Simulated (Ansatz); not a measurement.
A surface is cut from this relaxed crystal of WS₂:

```cif
data_structure
_symmetry_space_group_name_H-M 'P 1'
_symmetry_Int_Tables_number 1
_cell_length_a 6.6246
_cell_length_b 6.6246
_cell_length_c 6.6246
_cell_angle_alpha 27.486
_cell_angle_beta 27.486
_cell_angle_gamma 27.486
_cell_volume 54.66
loop_
_atom_site_label
_atom_site_type_symbol
_atom_site_fract_x
_atom_site_fract_y
_atom_site_fract_z
_atom_site_occupancy
W1 W 0.99933 0.99933 0.99933 1
S1 S 0.74796 0.74796 0.74796 1
S2 S 0.58401 0.58401 0.58401 1
```

Miller indices refer to the conventional cell of R3m (No. 160), a = 3.148 Å, b = 3.148 Å, c = 19.111 Å, α = 90.00°, β = 90.00°, γ = 120.00°. The bulk's gap is 1.14 eV.

Computed with DFT PBEsol, scalar-relativistic, plane waves, PAW (Ansatz 0.2.0). Cutoff 420 eV, Gaussian smearing of 0.05 eV, no spin polarisation. A dipole correction acts along the normal.

A relaxed slab with low-index faces, about a nanometre thick, has these properties:

```json
{
 "Surface energy (mean of both faces)": "2.14 J/m²",
 "Gap of the slab on the mesh": "0.13 eV",
 "Bulk valence band top under the vacuum level": "4.70 eV",
 "Bulk conduction band bottom under the vacuum level": "3.56 eV"
}
```

Q: Which low-index plane was cut, and which atoms end it?

A: The (110) plane, with WS2 in the top plane and WS2 in the bottom one as cut, before relaxation. The planes from bottom to top: WS2, WS2, WS2, WS2, WS2, WS2, WS2.

Spin-orbit coupling is left out, which matters for the bands of heavy elements. The gap is read on a mesh, which can miss the band edges, so it can be too wide. Gaps are read on the k points sampled, so a band crossing between them can be missed.

The reference crystal is a form of WS2, which isn't its usual structure.